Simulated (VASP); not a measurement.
# KBr (Fm-3m) in VASP: further runs

Aim: see how the results for KBr move with the level of theory and the settings. Levels: PBEsol, r2SCAN. Tasks: relaxation of the atoms, relaxation of cell and atoms.

All numbers are computed with VASP 6.6.1; they aren't measurements. Logs are shortened: lines on timing, memory, paths and dates and some standing lists are left out, and cuts for length are marked.

### Step 1. The structure

The structure is cubic, space group Fm-3m (No. 225). The conventional cell has a = 6.600 Å, b = 6.600 Å, c = 6.600 Å, α = 90.00°, β = 90.00°, γ = 90.00°. K (site symmetry m-3m) has 6 Br at 3.30 Å as nearest neighbours. Br (site symmetry m-3m) has 6 K at 3.30 Å as nearest neighbours.

### Step 2. Relaxation of the atoms, PBEsol (a relaxed cell with its volume scaled by 1.02)

INCAR

```
SYSTEM = KBr
ALGO = Normal
EDIFF = 1E-7
EDIFFG = -0.01
ENCUT = 600
GGA = PS
IBRION = 2
ISIF = 2
ISMEAR = 0
LASPH = .True.
LCHARG = .False.
LREAL = .False.
LWAVE = .False.
NELM = 80
NSW = 40
PREC = Accurate
SIGMA = 0.03
```

KPOINTS

```
k-points
0
Gamma
  8 8 8
  0 0 0
```

POSCAR

```
KBr                                     
1.0
    0.0000000000      3.3016142630      3.3016142630
    3.3016142630      0.0000000000      3.3016142630
    3.3016142630      3.3016142630      0.0000000000
  K               Br            
     1     1
Direct
     0.0000000000000000    0.0000000000000000    0.0000000000000000
     0.5000000000000000    0.5000000000000000    0.5000000000000000
```

Potentials or basis: VASP PAW PBE potentials, release 64 (K_sv, Br).

The run is started by

```bash
$ cat potpaw_PBE.64/K_sv/POTCAR potpaw_PBE.64/Br/POTCAR > POTCAR
$ mpirun -np 1 vasp_std > vasp.out
```

OUTCAR:

```text
SYSTEM = KBr
   EDIFF = 1E-7
   EDIFFG = -0.01
   ENCUT = 600
   GGA = PS
   IBRION = 2
   ISIF = 2
   ISMEAR = 0
   LASPH = .True.
   LREAL = .False.
   NELM = 80
   NSW = 40
   PREC = Accurate

 ion  position               nearest neighbor table
   1  0.000  0.000  0.000-   2 3.30   2 3.30   2 3.30   2 3.30   2 3.30   2 3.30
   2  0.500  0.500  0.500-   1 3.30   1 3.30   1 3.30   1 3.30   1 3.30   1 3.30

  LATTYP: Found a face centered cubic cell.
 ALAT       =     6.6032285260

  Lattice vectors:

 A1 = (   0.0000000000,   3.3016142630,   3.3016142630)
 A2 = (   3.3016142630,   0.0000000000,   3.3016142630)
 A3 = (   3.3016142630,   3.3016142630,   0.0000000000)

Analysis of symmetry for initial positions (statically):
=====================================================================
 Subroutine PRICEL returns:
 Original cell was already a primitive cell.

 Routine SETGRP: Setting up the symmetry group for a
 face centered cubic supercell.

 Subroutine GETGRP returns: Found 48 space group operations
 (whereof 48 operations were pure point group operations)
 out of a pool of 48 trial point group operations.

The static configuration has the point symmetry O_h .

Analysis of symmetry for dynamics (positions and initial velocities):
=====================================================================
 Subroutine PRICEL returns:
 Original cell was already a primitive cell.

 Routine SETGRP: Setting up the symmetry group for a
 face centered cubic supercell.

 Subroutine GETGRP returns: Found 48 space group operations
 (whereof 48 operations were pure point group operations)
 out of a pool of 48 trial point group operations.

The dynamic configuration has the point symmetry O_h .

 Subroutine INISYM returns: Found 48 space group operations
 (whereof 48 operations are pure point group operations),
 and found     1 'primitive' translations

----------------------------------------------------------------------------------------

                                     Primitive cell

  volume of cell :      71.9795

  direct lattice vectors                    reciprocal lattice vectors
     0.000000000  3.301614263  3.301614263    -0.151441071  0.151441071  0.151441071
     3.301614263  0.000000000  3.301614263     0.151441071 -0.151441071  0.151441071
     3.301614263  3.301614263  0.000000000     0.151441071  0.151441071 -0.151441071

  length of vectors
     4.669187668  4.669187668  4.669187668     0.262303629  0.262303629  0.262303629

  position of ions in fractional coordinates (direct lattice)
     0.000000000  0.000000000  0.000000000
     0.500000000  0.500000000  0.500000000

  ion indices of the primitive-cell ions
   primitive index   ion index
                 1           1
                 2           2

----------------------------------------------------------------------------------------

 KPOINTS: k-points

Automatic generation of k-mesh.
 Grid dimensions read from file:
 generate k-points for:    8    8    8

 Generating k-lattice:

  Cartesian coordinates                     Fractional coordinates (reciprocal lattice)
    -0.018930134  0.018930134  0.018930134     0.125000000  0.000000000  0.000000000
     0.018930134 -0.018930134  0.018930134     0.000000000  0.125000000  0.000000000
     0.018930134  0.018930134 -0.018930134     0.000000000  0.000000000  0.125000000

  Length of vectors
     0.032787954  0.032787954  0.032787954

  Shift w.r.t. Gamma in fractional coordinates (k-lattice)
     0.000000000  0.000000000  0.000000000

 Subroutine IBZKPT returns following result:
 ===========================================

 Found     29 irreducible k-points:

 Following reciprocal coordinates:
            Coordinates               Weight
  0.000000  0.000000  0.000000      1.000000
  0.125000  0.000000  0.000000      8.000000
  0.250000  0.000000  0.000000      8.000000
  0.375000  0.000000  0.000000      8.000000
  0.500000  0.000000  0.000000      4.000000
  0.125000  0.125000  0.000000      6.000000
[... 16 lines left out ...]
  0.500000  0.250000  0.125000     48.000000
 -0.375000  0.250000  0.125000     24.000000
 [... further k-points ...]
   k-points           NKPTS =     29   k-points in BZ     NKDIM =     29   number of bands    NBANDS=     12
   number of dos      NEDOS =    301   number of ions     NIONS =      2
   total plane-waves  NPLWV =  64000
   dimension x,y,z NGX =    40 NGY =   40 NGZ =   40
   dimension x,y,z NGXF=    80 NGYF=   80 NGZF=   80
   ions per type =               1   1
   NGX,Y,Z   is equivalent  to a cutoff of  14.24, 14.24, 14.24 a.u.
   NGXF,Y,Z  is equivalent  to a cutoff of  28.48, 28.48, 28.48 a.u.
 SYSTEM =  KBr
   PREC   = accura    normal or accurate (medium, high low for compatibility)
   ISTART =      0    job   : 0-new  1-cont  2-samecut
   ICHARG =      2    charge: 1-file 2-atom 10-const
   ISPIN  =      1    spin polarized calculation?
   LNONCOLLINEAR =      F non collinear calculations
   LSORBIT =      F    spin-orbit coupling
   LASPH  =      T    aspherical Exc in radial PAW
   ENCUT  =  600.0 eV  44.10 Ry    6.64 a.u.   9.33  9.33  9.33*2*pi/ulx,y,z
   NELM   =     80;   NELMIN=  2; NELMDL= -5     # of ELM steps
   EDIFF  = 0.1E-06   stopping-criterion for ELM
   LREAL  =      F    real-space projection
   EDIFFG = -.1E-01   stopping-criterion for IOM
   NSW    =     40    number of steps for IOM
   IBRION =      2    ionic relax: 0-MD 1-quasi-New 2-CG
   NFREE  =      1    steps in history (QN), initial steepest desc. (CG)
   ISIF   =      2    stress and relaxation
   ISYM   =      2    0-nonsym 1-usesym 2-fastsym
   POTIM  = 0.5000    time-step for ionic-motion
   TEBEG  =    0.0;   TEEND  =   0.0 temperature during run
   PSTRESS=    0.0 pullay stress
   NELECT =      16.0000    total number of electrons
   NUPDOWN=      -1.0000    fix difference up-down
   EMIN   =  10.00;   EMAX   =-10.00  energy-range for DOS
   EFERMI =   0.00;   METHOD = LEGACY
   ISMEAR =     0;   SIGMA  =   0.03  broadening in eV -4-tet -1-fermi 0-gaus
   EFERMI_NEDOS =   21; number of points for ismear=-14 and -15
   IALGO  =     38    algorithm
   IMIX   =      4    mixing-type and parameters
     AMIX     =   0.40;   BMIX     =  1.00
     AMIX_MAG =   1.60;   BMIX_MAG =  1.00
  volume/ion in A,a.u.               =      35.99       242.87
  Fermi-wavevector in a.u.,A,eV,Ry     =   0.991696  1.874033 13.380795  0.983461
  Thomas-Fermi vector in A             =   2.123455
   LORBIT       =      0    0 simple, 1 ext, 2 COOP (PROOUT), +10 PAW based schemes
   GGA     = PS    functional components
   LHFCALC =     F    Hartree Fock is set to
   AEXX    =    0.0000 exact exchange contribution
   IVDW    =     0    specifies the selected vdW correction
   LEPSILON=     F    determine dielectric tensor
   LRPA    =     F    only Hartree local field effects (RPA)
 conjugate gradient relaxation of ions
 non-spin polarized calculation
 Gauss-broadening in eV      SIGMA  =   0.03
  energy-cutoff  :      600.00
  volume of cell :       71.98
 maximum number of plane-waves:      2421
 NGX is ok and might be reduce to    40
   NGX = 19   NGY = 19   NGZ = 19

 number of electron      16.0000000 magnetization

 Free energy of the ion-electron system (eV)
  ---------------------------------------------------
  ext. energy  EPLUGINS =         0.00000000
  ---------------------------------------------------
  free energy    TOTEN  =        -6.45867777 eV

  energy without entropy =       -6.45867777  energy(sigma->0) =       -6.45867777

 E-fermi :  -1.7095     XC(G=0):  -7.5393

 val. band max:       -1.8321397164   @ k =   0.0000   0.0000   0.0000
 cond. band min:       2.4431908114   @ k =   0.0000   0.0000   0.0000
 fundamental gap:      4.2753305277
 Fermi energy:        -1.7095322657

 k-point     1 :       0.0000    0.0000    0.0000
  band No.  band energies     occupation
      1     -29.4473      2.00000
      2     -14.1370      2.00000
      3     -12.9900      2.00000
      4     -12.9900      2.00000
      5     -12.9900      2.00000
      6      -1.8321      2.00000
      7      -1.8321      2.00000
      8      -1.8321      2.00000
      9       2.4432      0.00000
     10       5.6965      0.00000
     11       5.6965      0.00000
     12       5.6965      0.00000

 k-point     2 :       0.1250    0.0000    0.0000
  band No.  band energies     occupation
      1     -29.4464      2.00000
      2     -14.1641      2.00000
      3     -12.9909      2.00000
      4     -12.9909      2.00000
      5     -12.9527      2.00000
      6      -2.0630      2.00000
      7      -1.8855      2.00000
      8      -1.8855      2.00000
      9       2.8410      0.00000
     10       5.5821      0.00000
     11       5.8831      0.00000
     12       5.8831      0.00000

 k-point     3 :       0.2500    0.0000    0.0000
  band No.  band energies     occupation
      1     -29.4443      2.00000
      2     -14.2238      2.00000
      3     -12.9929      2.00000
      4     -12.9929      2.00000
      5     -12.8683      2.00000
      6      -2.5219      2.00000
      7      -2.0088      2.00000
      8      -2.0088      2.00000
      9       3.7060      0.00000
     10       5.5505      0.00000
     11       6.4040      0.00000
     12       6.4040      0.00000

 k-point     4 :       0.3750    0.0000    0.0000
  band No.  band energies     occupation
      1     -29.4423      2.00000
      2     -14.2770      2.00000
      3     -12.9949      2.00000
      4     -12.9949      2.00000
      5     -12.7897      2.00000
      6      -2.8977      2.00000
      7      -2.1250      2.00000
      8      -2.1250      2.00000
      9       4.3915      0.00000
     10       5.9520      0.00000
     11       7.1735      0.00000
     12       7.1735      0.00000

 k-point     5 :       0.5000    0.0000    0.0000
  band No.  band energies     occupation
      1     -29.4414      2.00000
      2     -14.2976      2.00000
      3     -12.9958      2.00000
      4     -12.9958      2.00000
      5     -12.7585      2.00000
      6      -3.0374      2.00000
      7      -2.1713      2.00000
      8      -2.1713      2.00000
      9       4.6031      0.00000
     10       6.2907      0.00000
     11       7.8888      0.00000
     12       7.8890      0.00000
[... 228 lines left out ...]
      1     -29.4397      2.00000
      2     -14.0380      2.00000
      3     -13.0840      2.00000
      4     -13.0273      2.00000
      5     -13.0273      2.00000
      6      -2.6632      2.00000
      7      -2.1228      2.00000
      8      -2.1228      2.00000
      9       3.9152      0.00000
     10       5.2537      0.00000
     11       7.4958      0.00000
     12       7.5080      0.00000

 k-point    22 :       0.3750    0.2500    0.1250
  band No.  band energies     occupation
      1     -29.4429      2.00000
      2     -14.2076      2.00000
      3     -13.0153      2.00000
      4     -12.9981      2.00000
      5     -12.8702      2.00000
      6      -2.6428      2.00000
      7      -2.0807      2.00000
      8      -2.0774      2.00000
      9       4.2746      0.00000
     10       4.9332      0.00000
     11       6.9831      0.00000
     12       7.0761      0.00000

 k-point    23 :       0.5000    0.2500    0.1250
  band No.  band energies     occupation
      1     -29.4412      2.00000
      2     -14.2157      2.00000
      3     -13.0248      2.00000
      4     -13.0049      2.00000
      5     -12.8478      2.00000
      6      -2.7744      2.00000
      7      -2.2347      2.00000
      8      -2.1634      2.00000
      9       4.8602      0.00000
     10       5.3813      0.00000
     11       7.0314      0.00000
     12       7.5326      0.00000

 k-point    24 :      -0.3750    0.2500    0.1250
  band No.  band energies     occupation
      1     -29.4406      2.00000
      2     -14.2188      2.00000
      3     -13.0258      2.00000
      4     -13.0108      2.00000
      5     -12.8386      2.00000
      6      -2.8164      2.00000
      7      -2.3084      2.00000
      8      -2.1972      2.00000
      9       5.0425      0.00000
     10       5.8562      0.00000
     11       6.9582      0.00000
     12       7.4166      0.00000

 [... further k-points ...]

------------------------ aborting loop because EDIFF is reached ----------------------------------------

  FORCE on cell =-STRESS in cart. coord.  units (eV):
  Direction    XX          YY          ZZ          XY          YZ          ZX
  --------------------------------------------------------------------------------------
  -------------------------------------------------------------------------------------
  Total       -0.1330489     -0.1330489     -0.1330489     -0.0000000     -0.0000000      0.0000000
  in kB       -2.9615084     -2.9615084     -2.9615084     -0.0000000     -0.0000000      0.0000000
  external PRESSURE =      -2.9615084 kB  Pullay stress =       0.0000000 kB

 VOLUME and BASIS-vectors are now :
 -----------------------------------------------------------------------------
  energy-cutoff  :      600.00
  volume of cell :       71.98
      direct lattice vectors                 reciprocal lattice vectors
     0.000000000  3.301614263  3.301614263    -0.151441071  0.151441071  0.151441071
     3.301614263  0.000000000  3.301614263     0.151441071 -0.151441071  0.151441071
     3.301614263  3.301614263  0.000000000     0.151441071  0.151441071 -0.151441071

 POSITION                                       TOTAL-FORCE (eV/Angst)
 -----------------------------------------------------------------------------------
      0.00000      0.00000      0.00000        -0.000000     -0.000000      0.000000
      3.30161      3.30161      3.30161         0.000000      0.000000     -0.000000
 -----------------------------------------------------------------------------------
    total drift:                                0.000000     -0.000000     -0.000000

  FREE ENERGIE OF THE ION-ELECTRON SYSTEM (eV)
  ---------------------------------------------------
  free  energy   TOTEN  =        -6.4586777749 eV

  energy  without entropy=       -6.4586777749  energy(sigma->0) =       -6.45867777

 reached required accuracy - stopping structural energy minimisation
```

Wall time 23 s (1 thread of Intel Xeon Platinum 8488C (Sapphire Rapids), shared host); peak memory 0.24 GiB.

Results:

| Item | Value |
| --- | --- |
| Free energy | -6.4587 eV |
| Pressure after relaxing | -0.3 GPa |
| Band gap on the k mesh | 4.28 eV, direct |

Final structure:
```
K Br
1.0
     0.00000    3.30161    3.30161
     3.30161    0.00000    3.30161
     3.30161    3.30161    0.00000
K Br
1 1
Cartesian
  0.0000 0.0000 0.0000
  3.3016 3.3016 3.3016
```

Caveat: the relaxation stopped at its first step, so nothing moved; the PAW data sets were made with another functional, which shifts forces and pressure a little. A k mesh can miss the band edges.

### Step 3. Relaxation of the atoms, PBEsol (a relaxed cell with its volume scaled by 1.04)

INCAR is that of step 2.

KPOINTS is that of step 2.

POSCAR

```
KBr                                     
1.0
    0.0000000000      3.3230539174      3.3230539174
    3.3230539174      0.0000000000      3.3230539174
    3.3230539174      3.3230539174      0.0000000000
  K               Br            
     1     1
Direct
     0.0000000000000000    0.0000000000000000    0.0000000000000000
     0.5000000000000000    0.5000000000000000    0.5000000000000000
```

Potentials or basis: VASP PAW PBE potentials, release 64 (K_sv, Br).

The run is started by

```bash
$ cat potpaw_PBE.64/K_sv/POTCAR potpaw_PBE.64/Br/POTCAR > POTCAR
$ mpirun -np 1 vasp_std > vasp.out
```

Wall time 24 s (1 thread of Intel Xeon Platinum 8488C (Sapphire Rapids), shared host); peak memory 0.24 GiB.

It converged, with:

| Property | Result |
| --- | --- |
| Free energy | -6.4550 eV |
| Pressure after relaxing | -0.6 GPa |
| Band gap on the k mesh | 4.23 eV, direct |

Final structure:
```
K Br
1.0
     0.00000    3.32305    3.32305
     3.32305    0.00000    3.32305
     3.32305    3.32305    0.00000
K Br
1 1
Direct
  0.00000 0.00000 0.00000
  0.50000 0.50000 0.50000
```

Levels at points of the mesh, in eV from the valence-band top:
```csv
k point,band 5,band 6,band 7,band 8,band 9,band 10,band 11,band 12
"(0.00, 0.00, 0.00)",-11.20,0.00,0.00,0.00,4.23,7.53,7.53,7.53
"(0.50, 0.00, 0.00)",-10.98,-1.17,-0.32,-0.32,6.40,8.05,9.67,9.67
"(0.50, 0.50, 0.00)",-11.23,-0.81,-0.28,-0.28,5.77,7.02,9.24,9.30
```

Caveat: the relaxation stopped at its first step, so nothing moved; the PAW data sets were made with another functional, which shifts forces and pressure a little. A k mesh can miss the band edges.

(Part 1 of 2 ends here.)
